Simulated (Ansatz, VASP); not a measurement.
# Fe: VASP beside Ansatz

INCAR

```
PREC = Accurate ; ENCUT = 520
EDIFF = 1E-6 ; ISMEAR = -1
SIGMA = 0.1 ; LREAL = F
LASPH = T ; NELM = 150
ALGO = Normal ; ISIF = 2
LWAVE = F ; LCHARG = F
ISPIN = 2 ; MAGMOM = 4 0
LORBIT = 11 ; LMAXMIX = 4
GGA = PE ; NBANDS = 19
```

The input KPOINTS:

```
regular mesh
0
Gamma
  7 14 14
```

Contents of POSCAR:

```
Fe
1.0
    0.0000000000      3.5910000000      3.5910000000
    1.7955000000      0.0000000000      1.7955000000
    1.7955000000      1.7955000000      0.0000000000
Fe
2
Direct
    0.0000000000      0.0000000000      0.0000000000
    0.5000000000      0.0000000000      0.0000000000
```

Input for Ansatz:

```yaml
crystal:
  lattice:
    - [0.0, 3.591, 3.591]
    - [1.7955, 0.0, 1.7955]
    - [1.7955, 1.7955, 0.0]
  atoms:
    - { symbol: Fe, position: [0.0, 0.0, 0.0], spin: 4.0 }
    - { symbol: Fe, position: [0.5, 0.0, 0.0] }
magnetization:
  spin_polarized: true
hamiltonian:
  xc: pbe
  pseudopotentials: { kind: paw }
basis:
  ecutwfc: 420
kpoints:
  mp_grid: { grid: [7, 14, 14] }
scf:
  occupations: { method: fermi_dirac, width: 0.1 }
  lower_state_search: "off"
output:
  forces: true
  stress: true
```

Alike in both runs: task single point; functional PBE; k mesh 7 × 14 × 14; occupations fermi-dirac, width 0.1 eV; collinear spin.

```csv
,VASP,Ansatz
version,VASP 6.6.1,Ansatz 0.2.0
potentials or method,"VASP PAW PBE potentials, release 64 (Fe)","PAW, plane waves, scalar-relativistic"
plane-wave cutoff (eV),520,420
valence electrons in the cell,16,32
```

Ansatz gave:

- pressure (GPa): -11.6
- largest component of the traceless stress (GPa): 2.80
- net moment per atom (μB): 0.00
- size of the moment on the site where the two differ most (μB): 1.73

Q: Which values does VASP return?

A: Pressure (GPa): -16.4; largest component of the traceless stress (GPa): 0.29; net moment per atom (μB): 0.90; size of the moment on the site where the two differ most (μB): 0.10.

The net moments differ so much that the two runs ended in different magnetic states, which moves the other rows too. Site moments also hang on the region over which each program counts them. The two sets of potentials don't hold the same shells in valence. Ansatz warned: «seeded_moment_not_kept».

Caveats: so large a pressure means that the cell lies far from this level's equilibrium, or that cutoff or potentials fall short (VASP).
